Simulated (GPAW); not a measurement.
The system is ZrC.

```
Zr C
1.0
     3.39148    0.00000    0.00000
    -1.69574    2.93710    0.00000
     0.00000    0.00000    5.29005
Zr C
2 2
Direct
  0.66667 0.33333 0.75000
  0.33333 0.66667 0.25000
  0.00000 0.00000 0.50000
  0.00000 0.00000 0.00000
```

The cell comes from a database or a generator and needn't be the stable form of this composition.

Base run:

```yaml
Program: GPAW 26.7.0
Functional: r2SCAN
Potentials_or_basis: GPAW PAW data sets (gpaw-data 1.2.1)
Cutoff: 800 eV
Basis: pw
k_mesh: 7 × 7 × 4
Occupations: fermi-dirac, width 0.05 eV
Spin: no spin polarisation
```

Its results: pressure -2.8 GPa.

Problem. The run is repeated on the same cell with these changes: functional from r2SCAN to LDA; potentials or basis from GPAW PAW data sets (gpaw-data 1.2.1) to the program's PAW data sets (release 1.2.1) made for this functional. What comes out?

Solution. Pressure -13.1 GPa.

Caveats: the PAW data sets were made with another functional, which shifts forces and pressure a little (some runs).
